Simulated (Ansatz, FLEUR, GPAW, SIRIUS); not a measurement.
# Li2Se: energy against volume and a worked fit

It takes space group Fm-3m (No. 225, cubic). Conventional cell: a = 6.005 Å, b = 6.005 Å, c = 6.005 Å, α = 90.00°, β = 90.00°, γ = 90.00°. Se (site symmetry m-3m) is surrounded by 8 Li at 2.60 Å. Around Li (site symmetry -43m) lie 4 Se at 2.60 Å.

The cell was scaled at fixed shape and fractions and run with SIRIUS, PseudoDojo 0.4.1 PBEsol standard (scalar relativistic), cutoff 1177 eV; PBEsol, k mesh 8 × 8 × 8 on the cell of 3 atoms, fermi-dirac occupations of 0.05 eV, no spin polarisation, no spin-orbit coupling. Energies are those that the program minimises, any entropy of the smearing included.

| V (Å³/atom) | energy over the lowest row (meV/atom) |
| --- | --- |
| 16.9623 | 1.789 |
| 17.3232 | 0.033 |
| 17.6841 | 0.000 |
| 18.0450 | ? |
| 18.4059 | 4.458 |
| 18.7668 | 8.665 |
| 19.1277 | 14.027 |

Question: Fit the third-order Birch-Murnaghan form, give V0, B0 and B′, and predict the energy left open.

Answer: With y = (V0/V)^(2/3), E = E0 + (9 V0 B0/16) [(y - 1)³ B′ + (y - 1)² (6 - 4y)]. Least squares through the rows shown give V0 = 17.5094 Å³/atom, E0 = -0.188 meV, B0 = 35.19 GPa (1 eV/Å³ = 160.218 GPa) and B′ = 3.89, with a largest miss of 0.001 meV. At V = 18.0450 the form with these constants gives 1.525 meV; the run gave 1.525 meV an atom. Other set-ups at this level, from all their volumes (Å³/atom, GPa): FLEUR, all-electron, FLAPW: V0 17.504, B0 35.2; GPAW, PAW data sets generated for this functional: V0 17.589, B0 35.09; Ansatz, all-electron LAPW, scalar-relativistic: V0 17.503, B0 35.13; SIRIUS, all-electron FP-LAPW, apw+lo standard: V0 17.501, B0 35.81.
